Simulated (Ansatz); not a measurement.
Zinc-blende AlSb

Level of theory: LDA (PAW; Ansatz, an electronic-structure program).

Numerical settings: plane-wave cutoff 520 eV, 10×10×10 k mesh, scalar-relativistic PAW data made under PBE.

Cell (relaxed at this level):

```cif
data_Al4Sb4
_chemical_formula_sum 'Al4 Sb4'
_space_group_name_H-M_alt 'F-43m'
_space_group_IT_number 216
_space_group_name_Hall 'F -4 2 3'
_cell_length_a 6.10708
_cell_length_b 6.10708
_cell_length_c 6.10708
_cell_angle_alpha 90.000
_cell_angle_beta 90.000
_cell_angle_gamma 90.000
loop_
_atom_site_label
_atom_site_type_symbol
_atom_site_symmetry_multiplicity
_atom_site_Wyckoff_symbol
_atom_site_fract_x
_atom_site_fract_y
_atom_site_fract_z
_atom_site_occupancy
Al1 Al 4 a 0.00000 0.00000 0.00000 1
Sb1 Sb 4 c 0.25000 0.25000 0.25000 1
```
(The calculation used a cell of 2 atoms; values per cell refer to that cell.)

* **elastic constant C11**: 84.3 GPa
* **elastic constant C12**: 42.5 GPa
* **elastic constant C44**: 38.7 GPa
* **Voigt–Reuss–Hill bulk modulus**: 56.5 GPa
* **Voigt–Reuss–Hill shear modulus (Hill average)**: 30.2 GPa
* **Young modulus**: 76.9 GPa
* **Poisson ratio**: 0.273

Measured, for comparison: elastic constant C11 87.7 GPa, elastic constant C12 43.4 GPa, elastic constant C44 40.8 GPa (temperature not stated, no zero-point or thermal correction; as tabulated in Oses et al. (2018), arXiv:1811.08464). Computed (rounded) less measured: elastic constant C11 -4 %, elastic constant C12 -2 %, elastic constant C44 -5 %.

Elastic constants are with the ions relaxed.

Spin–orbit coupling is not included.

It cost about 6 core-minutes (a rough figure) of CPU time.
